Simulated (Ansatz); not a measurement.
Se:

```
CELL_PARAMETERS angstrom
4.36620 0.00000 0.00000
-2.18310 3.78124 0.00000
0.00000 0.00000 4.95360
ATOMIC_POSITIONS crystal
Se 0.77460 0.77460 0.00000
Se 0.00000 0.22540 0.66667
Se 0.22540 0.00000 0.33333
```

Base run:

- Program: Ansatz 0.2.0
- Functional: revPBE
- Potentials or basis: Ansatz PAW
- Cutoff: 420 eV
- Density cutoff: 1680 eV
- k mesh: 7 × 7 × 6
- Occupations: fermi-dirac, width 0.05 eV
- Spin: no spin polarisation

Its results: band gap on the k mesh 1.26 eV, indirect (least direct gap 1.51 eV); pressure 4.0 GPa; largest force 0.392 eV/Å.

Q: After a change of settings the same cell gave: band gap on the k mesh 1.14 eV, indirect (least direct gap 1.44 eV); pressure 0.2 GPa; largest force 0.287 eV/Å. Which change was it?
A. functional from revPBE to PBEsol
B. functional from revPBE to LDA
C. functional from revPBE to r2SCAN; cutoff from 420 eV to 500 eV; density cutoff from 1680 eV to 2000 eV

A: A.

PBEsol binds more tightly than revPBE, so the same cell stands under less pressure.

Caveats: the k mesh misses the band edges, so the gap on the mesh is wider than the one along the path; the PAW data sets come from PBE, with cores solved anew for the run's functional, which leaves a small shift of forces and pressure; the potentials were made for another functional, which shifts forces and pressure (some runs).

Not every run made on this cell is shown here.
